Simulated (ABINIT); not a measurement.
Crystal: Te2Mo.

```
CELL_PARAMETERS angstrom
3.51820 0.00000 0.00000
-1.75910 3.04685 0.00000
0.00000 0.00000 13.97360
ATOMIC_POSITIONS crystal
Te 0.66667 0.33333 0.37900
Te 0.33333 0.66667 0.87900
Te 0.66667 0.33333 0.12100
Te 0.33333 0.66667 0.62100
Mo 0.66667 0.33333 0.75000
Mo 0.33333 0.66667 0.25000
```

```yaml
Program: ABINIT 10.8.3 (patched build)
Task: relaxation of cell and atoms
Functional: LDA
Potentials_or_basis: JTH PAW LDA v2.0
Cutoff: 408 eV
k_mesh: 8 × 8 × 2
Occupations: fermi-dirac, width 0.05 eV
Spin: no spin polarisation
```

At the start: pressure -2.1 GPa; volume 24.96 Å³/atom.

**Question.** Where does the relaxation end?

**Answer.** Over 10 steps the energy falls by 4.1 meV/atom and the volume is 24.17 Å³/atom (-3.2 %); space group P6_3/mmc (No. 194, to 0.05 Å).

Step by step:
```
step  energy change (eV)  largest force (eV/Å)  pressure (GPa)  volume (Å³)
   1              0.0000                0.1682           -2.12       149.79
   2             -0.0113                0.0540           -1.36       148.82
   3             -0.0189                0.1184           -0.07       147.17
   4             -0.0197                0.1109           -0.03       147.02
   5             -0.0221                0.0298           -0.02       146.29
   6             -0.0222                0.0251           -0.03       146.25
   7             -0.0239                0.0272           -0.15       145.52
   8             -0.0245                0.0287           -0.09       145.04
   9             -0.0246                0.0098           -0.02       144.98
  10             -0.0247                0.0002            0.00       145.01
```

Final structure:
```
Te Mo
1.0
     3.48653    0.00000    0.00000
    -1.74326    3.01942    0.00000
     0.00000    0.00000   13.77511
Te Mo
4 2
Cartesian
  1.7433 1.0065 5.2442
  0.0000 2.0129 12.1318
  1.7433 1.0065 1.6433
  0.0000 2.0129 8.5309
  1.7433 1.0065 10.3313
  0.0000 2.0129 3.4438
```
